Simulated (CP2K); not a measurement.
# SnTe: equation of state with LDA

The system is SnTe.

```
Te Sn
1.0
     4.45597    0.00000    0.00000
     2.22799    3.85899    0.00000
     2.22799    1.28633    3.63829
Te Sn
1 1
Direct
  0.50000 0.50000 0.50000
  0.00000 0.00000 0.00000
```

| Item | Value |
| --- | --- |
| Program | CP2K 2026.2 |
| Task | equation of state |
| Functional | LDA |
| Potentials or basis | GTH_POTENTIALS Te GTH-PADE-q6, Sn GTH-PADE-q4; TZVP-MOLOPT-PBE-GTH basis |
| Density cutoff | 6123 eV |
| k mesh | 7 × 7 × 7 |
| Occupations | fermi-dirac, width 0.0259 eV |
| Spin | no spin polarisation |
| SCF solver | diagonalisation with k points |
| Quickstep method | GPW |
| EPS_DEFAULT | 1.0E-9 |
| EPS_SCF | 1.0E-6 |
| MAX_SCF | 100 |
| SCF_GUESS | ATOMIC |
| k points reduced by the point group | yes |
| Mesh centred on Gamma | yes |
| CHOLESKY | OFF |
| EPS_EIGVAL | 1.0E-7 |
| MIXING METHOD | BROYDEN_MIXING |
| MIXING ALPHA | 0.4 |
| NBUFFER | 8 |
| NGRIDS | 5 |
| Basis sets | Te TZVP-MOLOPT-PBE-GTH-q6, Sn TZVP-MOLOPT-PBE-GTH-q4 |
| Potentials | Te GTH-PADE-q6 of GTH_POTENTIALS, Sn GTH-PADE-q4 of GTH_POTENTIALS |
| ADDED_MOS | [10] |
| REL_CUTOFF (Ry) | 60 Ry |
| MIXING BETA (1/bohr) | 1.5 1/bohr |
| CUTOFF of the grids | 450 Ry |

```
Equilibrium volume                      : 30.42 Å³/atom
Bulk modulus                            : 48 GPa
Pressure derivative of the bulk modulus : 4.4
```

Energy against volume, from the lowest point:
```
volume (Å³/atom)  energy (meV/atom)
          29.404               5.21
          30.030               0.52
          30.656               0.00
          31.281               3.20
          31.907               9.74
          32.532              19.25
          33.158              31.43
```

All runs of the series together: 87 s on 1 thread of Intel(R) Xeon(R) 6975P-C (Granite Rapids) (shared host).

Caveat: the basis of atomic orbitals isn't converged, which shifts pressures, moduli and gaps. LDA usually gives volumes a few per cent too small.
